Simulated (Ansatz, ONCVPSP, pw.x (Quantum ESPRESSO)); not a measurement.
# pw.x on sc W: one setting changed

Potential: optimised norm-conserving Vanderbilt (ONCV), ONCVPSP 4.0.1.1 (patched build), PBE; core [Kr] 4d10 4f14, reference 5s2 5p6 5d4.5 6s1.5; waves: 5s+6s: rc 1.38 bohr, ncon 3, nbas 8, qcut 8.4 1/bohr, 2 projectors; 5p: rc 1.90 bohr, ncon 3, nbas 6, qcut 9.1 1/bohr, 2 projectors, debl 1.3 Ha; 5d: rc 2.45 bohr, ncon 3, nbas 8, qcut 7.7 1/bohr, 1 projector; local part: polynomial inside 1.38 bohr (lpopt 5, dvloc0 0 Ha); core correction: Teter function, fcfact 4, rcfact 1.15. In the p channel the program set the typed energies aside and used -1.553, 0.250 Ha.

The reference run (k-mesh 12³, cutoffs 75/300 Ry, Fermi–Dirac 0.01 Ry, mixing_beta 0.4, conv_thr 1e-9, no spin) gives -4.50 GPa at 18.539 Å³/atom, where all-electron LAPW gives -2.09 GPa. This run, with its own iteration cap, changes k-mesh shift to 1.

```
&control
  calculation='scf', prefix='x', pseudo_dir='./', outdir='./tmp', tstress=.true., disk_io='none'
/
&system
  ibrav=0, nat=1, ntyp=1, ecutwfc=75, ecutrho=300, nbnd=15,
  occupations='smearing', smearing='fd', degauss=0.01
/
&electrons
  conv_thr=1e-09, mixing_beta=0.4, electron_maxstep=60
/
ATOMIC_SPECIES
W 1.0 W.UPF
CELL_PARAMETERS angstrom
  2.64664343 0.00000000 0.00000000
  0.00000000 2.64664343 0.00000000
  0.00000000 0.00000000 2.64664343
ATOMIC_POSITIONS crystal
W 0.0000 0.0000 0.0000
K_POINTS automatic
12 12 12 1 1 1
```

```bash
pw.x < W.scf.in > W.scf.out
```

Task: How does the run end?

Result: It converges in 7 iterations; the free energy moves by +40.7 meV/atom and the pressure by +0.61 GPa.

```
Message from routine setup:
     using ibrav=0 with symmetry is DISCOURAGED, use correct ibrav instead
     lattice parameter (alat)  =       5.0014  a.u.
     unit-cell volume          =     125.1074 (a.u.)^3
     number of electrons       =        14.00
     number of Kohn-Sham states=           15
     kinetic-energy cutoff     =      75.0000  Ry
     charge density cutoff     =     300.0000  Ry
     scf convergence threshold =      1.0E-09
     Exchange-correlation= PBE
     number of k points=    56  Fermi-Dirac smearing, width (Ry)=  0.0100
     iteration #  1     ecut=    75.00 Ry     beta= 0.40
     total energy              =    -143.61230063 Ry
     estimated scf accuracy    <       0.04751544 Ry
     iteration #  2     ecut=    75.00 Ry     beta= 0.40
     total energy              =    -143.61423318 Ry
     estimated scf accuracy    <       0.00746487 Ry
     iteration #  3     ecut=    75.00 Ry     beta= 0.40
     total energy              =    -143.61492693 Ry
     estimated scf accuracy    <       0.00077158 Ry
     iteration #  4     ecut=    75.00 Ry     beta= 0.40
     total energy              =    -143.61495224 Ry
     estimated scf accuracy    <       0.00000561 Ry
     iteration #  5     ecut=    75.00 Ry     beta= 0.40
     total energy              =    -143.61495422 Ry
     estimated scf accuracy    <       0.00000026 Ry
     iteration #  6     ecut=    75.00 Ry     beta= 0.40
     total energy              =    -143.61495426 Ry
     estimated scf accuracy    <          4.1E-09 Ry
     iteration #  7     ecut=    75.00 Ry     beta= 0.40
     the Fermi energy is    18.6761 ev
!    total energy              =    -143.61495426 Ry
     estimated scf accuracy    <          2.9E-10 Ry
     smearing contrib. (-TS)   =      -0.00560793 Ry
     The total energy is F=E-TS. E is the sum of the following terms:
     one-electron contribution =     -29.14526276 Ry
     hartree contribution      =      20.32746846 Ry
     xc contribution           =     -23.60131864 Ry
     ewald contribution        =    -111.19023339 Ry
     convergence has been achieved in   7 iterations
          total   stress  (Ry/bohr**3)                   (kbar)     P=      -38.91
     Message from routine punch:
     Nothing written, as per user request (disk_io='none')
```

The run took about 19 s on one core of a shared host (Neoverse-N1, 64 threads, 124 GiB, load 59).
